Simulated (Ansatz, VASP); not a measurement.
# MoSeS in two plane-wave programs, part 2 of 2

One calculation is typed for both programs; each brings its own data sets. How far apart do they land? The cell is generated by rule, not measured, and may not be a known phase. The cell is taken from a series of runs on this material, whose earlier steps may have relaxed, scaled, displaced or heated it; both programs get it as it stands.

VASP 6.6.1 and Ansatz 0.2.0.

So far. Step 2 (VASP: single point, PBE): The run ends at a pressure of 4.20 GPa, with forces up to 0.034 eV/Å.

The structure was built from a prototype and need not be the compound's stable phase.

## Step 5: Ansatz: single point, PBE, spin-orbit coupling

Level of this step: Ansatz beside VASP: Kohn-Sham DFT, plane waves, PBE, spin-orbit coupling (Ansatz).

With cell and atoms fixed, the geometry can't cause a difference; cores, projectors, grids and the points listed under the comparison can.

The cell is taken from a series of runs on this material, whose earlier steps may have relaxed, scaled, displaced or heated it; both programs get it as it stands.

input.yaml

```yaml
crystal:
  lattice:
    - [3.2117081741, 0.0, 0.0]
    - [-1.605854087, 2.7814208683, 0.0]
    - [0.0, 0.0, 12.3783241686]
  atoms:
    - { symbol: Mo, position: [0.3333333333, 0.6666666667, 0.254899599] }
    - { symbol: S, position: [0.6666666667, 0.3333333333, 0.3784740593] }
    - { symbol: Se, position: [0.6666666667, 0.3333333333, 0.1166263416] }
    - { symbol: Mo, position: [0.6666666667, 0.3333333333, 0.754899599] }
    - { symbol: S, position: [0.3333333333, 0.6666666667, 0.8784740593] }
    - { symbol: Se, position: [0.3333333333, 0.6666666667, 0.6166263416] }
kpoints:
  mp_grid: { grid: [12, 12, 2] }
  band_path:
    path:
      - [0.0, 0.0, 0.0]
      - [0.5, 0.0, 0.0]
      - [0.33333333, 0.33333333, 0.0]
      - [0.0, 0.0, 0.5]
      - [0.5, 0.0, 0.5]
      - [0.33333333, 0.33333333, 0.5]
      - [0.1666666667, 0.1666666667, 0.0]
    npoints: 1
hamiltonian:
  xc: pbe
  pseudopotentials: { kind: paw_fr, azcp: { folder: soft_1 } }
scf:
  occupations: { method: fermi_dirac, width: 0.02 }
  n_extra_bands: 12
magnetization:
  noncollinear: true
  spin_orbit: true
output:
  eigenvalues: true
  forces: true
  stress: true
```

The run is started by

```
> ansatz run input.yaml --threads 3 --pin off --max-ram 92160MiB --backend cuda --events-out ev --progress --plain --runs-dir out --devices 1 --max-vram 13GiB
```

Numbers of over 12 decimals in the logs are rounded to 6 here.

Log:

```text
[...]
GPUs: using 1 of 1 available (devices: 1).
[...]
non-collinear run that drives no moment, with spin-orbit: no starting moment large enough to seed its density (crystal.atoms[].spin), no starting occupations that ask for one, no magnetisation constraint and no magnetic field, so the semilocal B_xc is pinned to zero
[...]
k-point 1: bands = [... 68 lower, 11.9588, 11.9588, 11.9588, 11.9588, 14.3121, 14.3121, 14.3121, 14.3121, ... 8 higher]
  k-point 2: bands = [... 68 lower, 11.4977, 11.5045, 11.9427, 11.9584, 14.1910, 14.2240, 14.2373, 14.2809, ... 8 higher]
  k-point 37: bands = [... 68 lower, 11.4183, 11.4183, 11.5821, 11.5821, 13.2070, 13.2070, 13.2205, 13.2205, ... 8 higher]
[key lines of the parts left out:]
SCF converged after 10 iterations
Magnetization: |M| = 0.0000 μB,  M = (+0.0000, +0.0000, +0.0000) μB
Free energy (F): -22661.617050 eV
Fermi energy:    12.490673 eV
P = ⅓ Tr σ = 4.1233 GPa (41.233 kbar)
```

## Step 6: VASP: single point, PBE, spin-orbit coupling

The same cell, functional, mesh and smearing now go to VASP, with its own data sets.

INCAR

```
SYSTEM = MoSeS
PREC = Accurate
ENCUT = 500
EDIFF = 1E-06
NELM = 200
ISMEAR = -1
SIGMA = 0.02
LREAL = .FALSE.
ALGO = Normal
GGA = PE
LNONCOLLINEAR = .TRUE.
MAGMOM = 0 0 0 0 0 0 0 0 0 0 0 0 0 0 0 0 0 0
NBANDS = 64
GGA_COMPAT = .FALSE.
LASPH = .TRUE.
LSORBIT = .TRUE.
LMAXMIX = 4
LORBIT = 11
LWAVE = .FALSE.
LCHARG = .FALSE.
ISIF = 2
EFERMI = MIDGAP
KPAR = 2
```

POSCAR

```
MoSeS
1.0
    3.2117081741      0.0000000000      0.0000000000
   -1.6058540870      2.7814208683      0.0000000000
    0.0000000000      0.0000000000     12.3783241686
Mo S Se
2 2 2
Direct
    0.3333333334      0.6666666668      0.2548995990
    0.6666666668      0.3333333334      0.7548995990
    0.6666666668      0.3333333334      0.3784740593
    0.3333333334      0.6666666668      0.8784740593
    0.6666666668      0.3333333334      0.1166263416
    0.3333333334      0.6666666668      0.6166263416
```

KPOINTS

```
Automatic mesh
0
Gamma
12 12 2
0 0 0
```

The projector-augmented-wave data sets are Mo_sv, S and Se (PBE family, release 64).

The run is started by

```
> mpirun -np 2 vasp_ncl
```

Log:

```text
[... set-up lines as in an earlier step ...]
 entering main loop
       N       E                     dE             d eps       ncg     rms          rms(c)
DAV:   1     0.466421471225E+03    0.46642E+03   -0.28246E+04  5384   0.149E+03
DAV:   2    -0.145843491405E+02   -0.48101E+03   -0.46711E+03  5880   0.389E+02
DAV:   3    -0.434518487166E+02   -0.28867E+02   -0.28371E+02  6096   0.841E+01
DAV:   4    -0.442678724175E+02   -0.81602E+00   -0.80932E+00  6120   0.130E+01
[...]
DAV:  13    -0.418761942831E+02    0.16702E-04   -0.14573E-04  5944   0.652E-02    0.466E-02
DAV:  14    -0.418762000066E+02   -0.57235E-05   -0.71608E-05  6120   0.434E-02    0.128E-02
DAV:  15    -0.418762004735E+02   -0.46686E-06   -0.33017E-06  5288   0.105E-02
   1 F= -.41876200E+02 E0= -.41876200E+02  d E =-.261358E-09  mag=    -0.0000     0.0000    -0.0000
```

From OUTCAR (step 6):

```text
  Total        2.9024154      2.9024154      2.9626873      0.0000000     -0.0000000      0.0000000
  in kB       42.0538258     42.0538258     42.9271213      0.0000000     -0.0000000      0.0000000
  external PRESSURE =      42.3449243 kB  Pullay stress =       0.0000000 kB

 POSITION                                       TOTAL-FORCE (eV/Angst)
 -----------------------------------------------------------------------------------
      0.00000      1.85428      3.15523         0.000000      0.000000      0.039763
      1.60585      0.92714      9.34439         0.000000     -0.000000      0.039763
      1.60585      0.92714      4.68487        -0.000000      0.000000     -0.004828
      0.00000      1.85428     10.87404        -0.000000     -0.000000     -0.004828
      1.60585      0.92714      1.44364        -0.000000      0.000000     -0.034935
      0.00000      1.85428      7.63280        -0.000000      0.000000     -0.034935
 -----------------------------------------------------------------------------------
    total drift:                               -0.000000     -0.000001     -0.000158

  FREE ENERGIE OF THE ION-ELECTRON SYSTEM (eV)
  ---------------------------------------------------
  free  energy   TOTEN  =       -41.8762004735 eV

  energy  without entropy=      -41.8762004732  energy(sigma->0) =      -41.87620047

 magnetization (x)
# of ion       s       p       d       tot
------------------------------------------
    1       -0.000   0.000  -0.000  -0.000
    2        0.000  -0.000   0.000   0.000
    3        0.000  -0.000   0.000  -0.000
    4       -0.000   0.000   0.000  -0.000
    5        0.000  -0.000   0.000  -0.000
    6       -0.000   0.000  -0.000  -0.000
--------------------------------------------------
tot         -0.000  -0.000   0.000   0.000

 magnetization (y)
# of ion       s       p       d       tot
------------------------------------------
    1        0.000  -0.000   0.000  -0.000
    2       -0.000   0.000  -0.000  -0.000
    3        0.000   0.000   0.000   0.000
    4       -0.000   0.000   0.000  -0.000
    5        0.000   0.000   0.000   0.000
    6        0.000  -0.000   0.000  -0.000
--------------------------------------------------
tot         -0.000  -0.000  -0.000  -0.000

 magnetization (z)
# of ion       s       p       d       tot
------------------------------------------
    1       -0.000  -0.000   0.000   0.000
    2       -0.000   0.000   0.000   0.000
    3       -0.000  -0.000   0.000  -0.000
    4       -0.000  -0.000   0.000  -0.000
    5        0.000   0.000   0.000   0.000
    6        0.000   0.000   0.000   0.000
--------------------------------------------------
tot         -0.000   0.000   0.000   0.000

[... 1 part as in an earlier step ...]

[... 2 further parts left out ...]
[key lines of the parts left out:]
E-fermi :   7.7480
```

The run ends at a pressure of 4.23 GPa, with forces up to 0.040 eV/Å.

## Step 7: Differences

What differs besides the data sets and the points named for the pairs above, as far as they apply: spin-orbit coupling enters by fully relativistic files in Ansatz and inside the spheres in VASP; the data sets hold 72 valence electrons in Ansatz (on its PAW fully relativistic soft_1 files) and 52 in VASP. Total energies have different zeros and are not compared.

The two programs side by side:

| quantity | Ansatz | VASP | difference |
| --- | --- | --- | --- |
| pressure (GPa) | 4.12 | 4.23 | -0.11 |
| gap on the k mesh (eV) | 0.699 | 0.705 | -0.006 |

At this near-relaxed geometry the largest component of a force difference is 44 meV/Å. A gap on the mesh is an upper bound, since the band edges may lie between its points.

## Step 8: Summary of results

| Quantity | Value |
| --- | --- |
| r.m.s. force difference (single point, PBE) | 18 meV/Å |
| r.m.s. force difference (single point, PBE, spin-orbit coupling) | 19 meV/Å |

In words: The r.m.s. force difference is 19 meV/Å (single point, PBE, spin-orbit coupling), beyond the 12 meV/Å picked in this series as the mark of a large difference. The data sets hold unlike numbers of valence electrons (72 in Ansatz and 52 in VASP), so part of the differences comes from the potentials. What causes the difference of the single point, PBE pair stays open here. What causes the difference of the single point, PBE, spin-orbit coupling pair stays open here. Such differences can come from data sets, numerical settings and the points named under the comparisons, not from the functional's error against experiment.

[Lines on the potential files, build, host, timing and source positions are cut from VASP's logs without a mark.]

[Logs are printed without paths, hosts, clocks, repeated set-up lines and the standing remarks that a program may print on its own settings, such as how far it seeks lower states.]

[Hosts, paths, dates, database ids (printed as entryN), source tags and the programs' standing remarks are cut or masked in the printed files.]
